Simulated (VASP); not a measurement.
Set up this calculation in VASP 6.6.1, as the native input.

| Quantity | Value |
| --- | --- |
| Task | relaxation of cell and atoms |
| Functional | AM05 |
| Potentials or basis | VASP PAW PBE potentials, release 64 (Mn_pv, F) |
| Cutoff | 600 eV |
| k mesh | 5 × 5 × 6 |
| Occupations | fermi-dirac, width 0.05 eV |
| Spin | collinear spin, ferromagnetic start |
| Starting moments | [4.0, 4.0, 0.0, 0.0, 0.0, 0.0] μB |
| Further INCAR settings | ALGO = Normal; EDIFF = 1e-07; IBRION = 2; EDIFFG = -0.005; NSW = 60; ISIF = 3 |

The structure of MnF2 lies in POSCAR:

```
MnF2
1.0
    4.8738000000      0.0000000000      0.0000000000
    0.0000000000      4.8738000000      0.0000000000
    0.0000000000      0.0000000000      3.3107000000
Mn F
2 4
Direct
    0.5000000000      0.5000000000      0.5000000000
    0.0000000000      0.0000000000      0.0000000000
    0.8053000000      0.1947000000      0.5000000000
    0.6947000000      0.6947000000      0.0000000000
    0.1947000000      0.8053000000      0.5000000000
    0.3053000000      0.3053000000      0.0000000000
```

These files were run (other wordings do the same):

INCAR

```
SYSTEM = MnF2
PREC = Accurate
ENCUT = 600
EDIFF = 1E-7
ISMEAR = -1
SIGMA = 0.05
LREAL = .FALSE.
LASPH = .TRUE.
NELM = 100
ALGO = Normal
ISIF = 3
LWAVE = .FALSE.
LCHARG = .FALSE.
ISPIN = 2
MAGMOM = 4 4 0 0 0 0
LORBIT = 11
LMAXMIX = 4
GGA = AM
IBRION = 2
NSW = 60
EDIFFG = -0.005
```

KPOINTS

```
Automatic mesh
0
G
  5 5 6
  0 0 0
```

Potentials or basis: VASP PAW PBE potentials, release 64 (Mn_pv, F).

Run with:

```sh
$ cat potpaw_PBE.64/Mn_pv/POTCAR potpaw_PBE.64/F/POTCAR > POTCAR
$ mpirun -np 1 vasp_std > vasp.out
```

Results of the run:

```yaml
Relaxed_volume: 13.19 Å³/atom
Relaxed_cell: a = 4.895 Å, b = 4.895 Å, c = 3.302 Å, α = 90.00°, β = 90.00°, γ = 90.00°
Space_group_after_relaxing_to_0.05_Å: P4_2/mnm (No. 136)
Energy_gained_by_relaxing: 0.2 meV/atom
Ionic_steps: 5
Pressure_after_relaxing: 0.0 GPa
Largest_force_after_relaxing: 0.005 eV/Å
Band_gap_on_the_k_mesh: 1.14 eV, direct
Net_moment: 10.00 μB per cell
Site_moments: Mn +4.58; F +0.08 μB
Valence_electrons_inside_the_program's_atomic_spheres: Mn 11.27; F 6.09
```

Caveat: the PAW data sets were made with another functional, which shifts forces and pressure a little; an odd mesh through Γ misses points on the zone boundary, where band edges often lie; only a ferromagnetic start was run, and an antiferromagnetic order may lie lower in energy.

Wall time 4.4 min on 1 thread of Intel(R) Xeon(R) 6975P-C (Granite Rapids) (shared host), peak memory 0.31 GiB.
